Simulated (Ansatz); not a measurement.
# SiC (Moissanite) under changes of volume

One of the cells (10.341 Å³/atom); the others are scaled copies at fixed shape and fractional positions:

```xyz
4
Lattice="3.0760 0.0000 0.0000 -1.5380 2.6639 0.0000 0.0000 0.0000 5.0480" Properties=species:S:1:pos:R:3 pbc="T T T"
Si    1.5380    0.8880    2.5240
Si    0.0000    1.7759    0.0000
C     1.5380    0.8880    4.4675
C     0.0000    1.7759    1.9435
```

| Property | Result |
| --- | --- |
| Program | Ansatz 0.2.0 |
| Functional | rPW86-PBE |
| Potentials or basis | Ansatz PAW |
| Cutoff | 420 eV (not typed: the program's choice for these potentials) |
| k mesh | 10 × 10 × 5 |
| Occupations | fermi-dirac, width 0.05 eV |
| Spin | no spin polarisation |

```csv
volume (Å³/atom),energy over the lowest point (meV/atom),pressure (GPa),gap on the mesh (eV),largest force (eV/Å)
9.721,65.69,23.3,2.69,0.856
9.927,39.45,17.4,2.72,0.821
10.134,20.42,12.2,2.74,0.788
10.341,?,?,?,?
10.548,1.26,3.0,2.76,0.727
10.755,0.00,-1.0,2.72,0.699
10.961,3.63,-4.6,2.68,0.672
```

Task: What does the run at 10.341 Å³/atom give?

Result: Energy over the lowest point 7.87 meV/atom; pressure 7.3 GPa; gap on the mesh 2.77 eV; largest force 0.757 eV/Å.

Worked out: A Birch-Murnaghan fit of order 3 (a polynomial in V^(-2/3)) to the other rows has its minimum at 10.70 Å³/atom with B0 = V·E''(V) = 199 GPa and B' = 4.1 at fixed shape and positions, which overstates the stiffness. It gives 7.86 meV/atom at 10.341 Å³/atom, against the run's 7.87, and -dE/dV = 7.3 GPa, against 7.3. A parabola through the other rows of the gap, of slope -0.0734 eV per unit of ln V there, gives 2.76 eV, against the run's 2.77.

Energies are extrapolated to zero smearing.

Caveats: odd divisions of the mesh miss points on the zone boundary, where band edges often lie, so the gap on the mesh can be too wide; the PAW data sets come from PBE, with cores solved anew for the run's functional, which leaves a small shift of forces and pressure.

A mesh can miss the band edges.
